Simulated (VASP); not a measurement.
Here is a VASP 6.6.1 calculation.

INCAR

```
PREC = Accurate ; ENCUT = 600
EDIFF = 1E-6 ; ISMEAR = -1
SIGMA = 0.05 ; LREAL = F
LASPH = T ; NELM = 100
ALGO = Normal ; ISIF = 3
LWAVE = F ; LCHARG = F
GGA = RP ; IVDW = 11
IBRION = 2 ; NSW = 60
EDIFFG = -0.005
```

The input KPOINTS:

```
regular mesh
0
Gamma
  11 11 6
```

File POSCAR:

```
Os
1.0
    2.7341000000      0.0000000000      0.0000000000
   -1.3670500000      2.3678000565      0.0000000000
    0.0000000000      0.0000000000      4.3197000000
Os
2
Direct
    0.6666666667      0.3333333333      0.7500000000
    0.3333333333      0.6666666667      0.2500000000
```

Potentials or basis: VASP PAW PBE potentials, release 64 (Os).

Run with:

```sh
$ cat potpaw_PBE.64/Os/POTCAR > POTCAR
$ mpirun -np 1 vasp_std > vasp.out
```

Predict the dispersion energy per atom.

-0.788 eV.

What does it give for the relaxed cell?

a = 2.735 Å, b = 2.735 Å, c = 4.325 Å, α = 90.00°, β = 90.00°, γ = 120.00°.

Estimate the space group after relaxing (to 0.05 Å).

P6_3/mmc (No. 194).

The path:
| step | energy change (eV) | largest force (eV/Å) | pressure (GPa) | volume (Å³) |
| --- | --- | --- | --- | --- |
| 1 | 0.0000 | 0.0000 | 0.88 | 27.96 |
| 2 | 0.0029 | 0.0000 | -3.73 | 28.28 |
| 3 | -0.0002 | 0.0000 | 0.00 | 28.02 |
| 4 | -0.0002 | 0.0000 | 0.00 | 28.02 |
| 5 | 0.0006 | 0.0000 | -1.89 | 28.15 |
| 6 | -0.0002 | 0.0000 | -0.04 | 28.03 |
| 7 | -0.0002 | 0.0000 | 0.00 | 28.02 |
| 8 | -0.0002 | 0.0000 | -0.02 | 28.02 |

Caveat: the PAW data sets were made with another functional, which shifts forces and pressure a little; pairwise dispersion overbinds metals, which lowers pressure and volume. The run has no spin-orbit coupling, so splittings on Os are missing.
